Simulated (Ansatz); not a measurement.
**Sb in Ansatz: the effect of functional**

The system is Sb.

```xyz
1
Lattice="-1.8331 1.8331 1.8331 1.8331 -1.8331 1.8331 1.8331 1.8331 -1.8331" Properties=species:S:1:pos:R:3 pbc="T T T"
Sb    0.0000    0.0000    0.0000
```

This isn't the form of Sb at room conditions, which is rhombohedral.

The cell isn't the ideal one: volume scaled by 0.94.

Alike in all runs:

- Program: Ansatz 0.2.0
- Task: single point
- Potentials or basis: Ansatz PAW
- k mesh: 10 × 10 × 10
- Occupations: fermi-dirac, width 0.05 eV
- Spin: no spin polarisation

```tsv
functional	cutoff	pressure (GPa)
LDA	420 eV (not typed: the program's choice for these potentials)	3.3
PBEsol	420 eV (not typed: the program's choice for these potentials)	4.7
r2SCAN	500 eV (not typed: the program's choice for these potentials)	?
```

Question: What does the run with functional r2SCAN give?

Answer: Pressure 7.5 GPa.

Caveats: the PAW data sets come from PBE, with cores solved anew for the run's functional, which leaves a small shift of forces and pressure.

Runs at the PBE level aren't shown here.
